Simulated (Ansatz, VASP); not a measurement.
# Two plane-wave programs on BN

```
B N
1.0
     0.00000    1.84093    1.84093
     1.84093    0.00000    1.84093
     1.84093    1.84093    0.00000
B N
1 1
Direct
  0.00000 0.00000 0.00000
  0.75000 0.75000 0.75000
```

Alike in both runs: task single point; functional PBE; k mesh 12 × 12 × 12; occupations gaussian, width 0.05 eV; no spin polarisation.

|  | VASP | Ansatz |
| --- | --- | --- |
| version | VASP 6.6.1 | Ansatz 0.2.0 |
| potentials or method | VASP PAW PBE potentials, release 64 (B, N) | scalar-relativistic, plane waves, PAW |
| plane-wave cutoff (eV) | 520 | 520 |
| valence electrons in the cell | 8 | 8 |

VASP gave:

| Quantity | Value |
| --- | --- |
| gap on the k mesh at the Fermi level (eV) | 4.40 |
| least direct gap on the mesh (eV) | 8.56 |
| pressure (GPa) | -15.9 |

Task: Estimate Ansatz's values.

Result: gap on the k mesh at the Fermi level (eV): 4.41; least direct gap on the mesh (eV): 8.57; pressure (GPa): -16.0.

Caveats: so large a pressure means that the cell lies far from this level's equilibrium, or that cutoff or potentials fall short (VASP). A k mesh can miss the band edges.
